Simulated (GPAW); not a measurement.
Runs of GPAW 26.7.0 on Sn. The structure is cubic, space group Fd-3m (No. 227). Conventional cell: a = 6.467 Å, b = 6.467 Å, c = 6.467 Å, α = 90.00°, β = 90.00°, γ = 90.00°. Around Sn (site symmetry -43m) lie 4 Sn at 2.80 Å. This isn't the form of Sn at room conditions, which is tetragonal (white tin).

```tsv
task	level	potentials or basis	spin	cell	k mesh	cutoff (eV)	maxiter	band path	band points	spin axis theta (degrees)	spin axis phi (degrees)	grid spacing	other keys	gap on the mesh (eV)	pressure (GPa)
Fermi surface	OLYP	PAW data sets generated in the run's folder for this functional, pw	off	as given	7 × 7 × 7	600	80	-	-	-	-	-	several, not listed	none	(a)
phonons	BEEF-vdW	GPAW PAW data sets (gpaw-data 1.2.1), fd	off	atoms relaxed	7 × 7 × 7	-	150	-	-	-	-	0.16 Å	-	none	-
atomic charges	PBE	GPAW PAW data sets (gpaw-data 1.2.1), lcao:dzp	off	as given	5 × 5 × 5	-	150	-	-	-	-	0.16 Å	-	none	-
single point	PBE	GPAW PAW data sets (gpaw-data 1.2.1), pw	off	as given	9 × 9 × 9	600	80	-	-	-	-	-	several, not listed	none	3.5
gruneisen	WC	PAW data sets generated in the run's folder for this functional, pw	off	relaxed	7 × 7 × 7	510	80	-	-	-	-	-	several, not listed	none	0.0
```

Alike in all rows: smearing fermi-dirac 0.05 eV.

**Question.** Fill in the values left out.

**Answer.** (a) 4.5.

Caveats: the PAW data sets were made with another functional, which shifts forces and pressure a little (some runs); the basis of atomic orbitals isn't converged, which shifts pressures, moduli and gaps (some runs); the cutoff is short for stress and forces, so pressures can be off by a GPa or more (some runs); the density grid can change from cell to cell, which puts small steps into energies and stress (some runs).

A k mesh can miss the band edges, and the runs leave out spin-orbit coupling on Sn.

A gap of «none» marks a metal or a gap under the smearing width.
